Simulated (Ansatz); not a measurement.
Property card for SnO$_{2}$

All numbers below come from DFT r2SCAN, scalar-relativistic, plane waves, PAW in Ansatz.

Settings: cutoff 500 eV, Γ-centred mesh 6×6×6 on the computed 12-atom cell, Gaussian smearing of 0.02 eV; no spin polarisation.

The structure is relaxed at this level of theory with its symmetry kept. This form isn't the usual stable structure of the compound.

```yaml
crystal:
  lattice:
    - [4.73226, 0.00000, 0.00000]
    - [0.00000, 5.74336, 0.00000]
    - [0.00000, 0.00000, 5.23811]
  atoms:
    - { symbol: Sn, position: [0.50000, 0.66519, 0.75000] }
    - { symbol: Sn, position: [0.00000, 0.83481, 0.25000] }
    - { symbol: Sn, position: [0.50000, 0.33481, 0.25000] }
    - { symbol: Sn, position: [0.00000, 0.16519, 0.75000] }
    - { symbol: O, position: [0.72980, 0.60762, 0.07888] }
    - { symbol: O, position: [0.22980, 0.89238, 0.92112] }
    - { symbol: O, position: [0.77020, 0.89238, 0.57888] }
    - { symbol: O, position: [0.27020, 0.60762, 0.42112] }
    - { symbol: O, position: [0.72980, 0.39238, 0.57888] }
    - { symbol: O, position: [0.22980, 0.10762, 0.42112] }
    - { symbol: O, position: [0.77020, 0.10762, 0.07888] }
    - { symbol: O, position: [0.27020, 0.39238, 0.92112] }
```

Question: Formation energy from the elements' standard states (uncorrected)?

Answer: -1.852 eV/atom.

Question: Generalised Kohn–Sham band gap?

Answer: 2.07 eV, indirect from (0.375, 0.000, 0.000) to Γ.

Question: Löwdin character of the top 1 eV of the valence band?

Answer: O 2p 97 %.

Question: Löwdin character of the lowest 1 eV of the conduction band?

Answer: Sn 5s 55 %, O 2s 25 %, O 2p 15 %.

Question: Electron masses at the edge by Cartesian direction of the standard setting (m_e; degenerate bands sorted by energy; no spin-orbit coupling)?

Answer: x: 0.21; y: 0.21; z: 0.20.

Question: Hole masses at the edge by Cartesian direction of the standard setting (m_e; degenerate bands sorted by energy; no spin-orbit coupling)?

Answer: x: 2.0; y: 1.3; z: 15.

Cost: 3 runs of about 13 core-minutes in all, on Intel Xeon Platinum 8259CL (Skylake/Cascade Lake) (shared hosts).